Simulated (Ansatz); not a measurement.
Crystal: HgTe.

```
Hg Te
1.0
    -3.04560    3.04560    1.55941
     3.04560   -3.04560    1.55941
     3.04560    3.04560   -1.55941
Hg Te
1 1
Cartesian
  0.0000 3.0456 0.7797
  0.0000 0.0000 0.0000
```

Measurements of this composition are mostly on another form, of space group No. 216.

- Program: Ansatz 0.2.0
- Task: relaxation of cell and atoms
- Functional: BLYP
- Potentials or basis: Ansatz PAW
- Cutoff: 420 eV (not typed: the program's choice for these potentials)
- k mesh: 10 × 10 × 10
- Occupations: fermi-dirac, width 0.05 eV
- Spin: no spin polarisation

At the start: volume 28.93 Å³/atom.

Task: How do energy, volume and symmetry change on relaxing?

Result: It ends after 6 steps and the volume is 32.09 Å³/atom (+10.9 %); space group I-4m2 (No. 119, to 0.05 Å).

The path:
| step | energy change (eV) | largest force (eV/Å) | volume (Å³) |
| --- | --- | --- | --- |
| 1 | 0.0000 | 0.0000 | 57.86 |
| 2 | -0.0996 | 0.0000 | 63.02 |
| 3 | -0.1114 | 0.0000 | 64.13 |
| 4 | -0.1151 | 0.0000 | 64.30 |
| 5 | -0.1154 | 0.0000 | 64.17 |
| 6 | -0.1165 | 0.0000 | 64.17 |

Final structure:
```
Hg Te
1.0
    -3.07055    3.07055    1.70165
     3.07055   -3.07055    1.70165
     3.07055    3.07055   -1.70165
Hg Te
1 1
Direct
  0.75000 0.25000 0.50000
  0.00000 0.00000 0.00000
```

Caveat: the plane-wave basis is chosen anew once the cell has moved, so the energies of steps on either side of that aren't comparable; the PAW data sets come from PBE, with cores solved anew for the run's functional, which leaves a small shift of forces and pressure.
